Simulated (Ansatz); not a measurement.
The system is Eu.

```
Eu
1.0
    -2.30300    2.30300    2.30300
     2.30300   -2.30300    2.30300
     2.30300    2.30300   -2.30300
Eu
1
Cartesian
  0.0000 0.0000 0.0000
```

```yaml
Program: Ansatz 0.2.0
Task: relaxation of cell and atoms
Functional: PBEsol
Dispersion: D3(BJ)
Potentials_or_basis: all-electron LAPW, non-relativistic
Cutoff: 400 eV
Density_cutoff: 1600 eV
Basis_error_allowed: 0.001 eV/atom
k_mesh: 8 × 8 × 8
Occupations: fermi-dirac, width 0.15 eV
Spin: collinear spin, ferromagnetic start, moments held on the sites
Starting_moments: "[7.0] μB"
```

At the start: volume 48.86 Å³/atom.

Q: Where does the relaxation end?

A: Over 5 steps the energy falls by 18.0 meV/atom and the volume is 43.97 Å³/atom (-10.0 %); space group Im-3m (No. 229, to 0.05 Å); moment 7.03 μB per cell.

The path:
```
step  energy change (eV)  largest force (eV/Å)  volume (Å³)
   1              0.0000                0.0000        48.86
   2             -0.0085                0.0000        47.46
   3             -0.0180                0.0000        43.61
   4             -0.0181                0.0000        43.97
   5             -0.0180                0.0000        43.97
```

Final structure:
```cif
data_structure
_symmetry_space_group_name_H-M 'P 1'
_symmetry_Int_Tables_number 1
_cell_length_a 3.8511
_cell_length_b 3.8511
_cell_length_c 3.8511
_cell_angle_alpha 109.471
_cell_angle_beta 109.471
_cell_angle_gamma 109.471
_cell_volume 43.97
loop_
_atom_site_label
_atom_site_type_symbol
_atom_site_fract_x
_atom_site_fract_y
_atom_site_fract_z
_atom_site_occupancy
Eu1 Eu 0.00000 0.00000 0.00000 1
```

Caveat: an open f shell can end in a state above the lowest; the SCF stop doesn't bound the stress; each atom's moment is held at its typed value, so this isn't a free magnetic state; relativity is left out, which matters for the heavier elements.
